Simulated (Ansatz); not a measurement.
## H in Ansatz: the effect of exact exchange

H:

```
H
1.0
    -1.69153    1.69153    2.05847
     1.69153   -1.69153    2.05847
     1.69153    1.69153   -2.05847
H
2
Direct
  0.09014 0.09014 0.00000
  0.90986 0.90986 0.00000
```

Alike in all runs:

* Program: Ansatz 0.2.0
* Task: single point
* Functional: HSE06 form with a typed share of exact exchange
* Potentials or basis: Ansatz PAW
* Cutoff: 420 eV (not typed: the program's choice for these potentials)
* k mesh: 6 × 6 × 6
* Occupations: fermi-dirac, width 0.05 eV
* Spin: no spin polarisation

```tsv
exact exchange	gap on the mesh (eV)	pressure (GPa)	largest force (eV/Å)
0.05	9.25	0.8	0.24
0.1	9.57	0.7	0.20
0.15	?	?	?
0.2	10.20	0.6	0.12
0.25	10.52	0.5	0.08
0.3	10.83	0.4	0.05
0.4	11.47	0.3	0.03
0.5	12.11	0.1	0.10
```

**Question.** What does the run with exact exchange 0.15 give?

**Answer.** gap on the mesh 9.88 eV; pressure 0.6 GPa; largest force 0.16 eV/Å.

Worked out: A straight line through the other rows of the gap on the mesh, of slope 6.35 eV per unit of exact exchange, gives 9.88 eV, against the run's 9.88. A straight line through the other rows of the pressure, of slope -1.51 GPa per unit of exact exchange, gives 0.6 GPa, against the run's 0.6. A parabola through the other rows of the largest force, of slope -0.884 eV/Å per unit of exact exchange there, gives 0.14 eV/Å, against the run's 0.16.

Caveats: all runs use coarse meshes; the PAW data sets were made with another functional, which shifts forces and pressure a little; the thresholds are loose for stress.

A k mesh can miss the band edges.
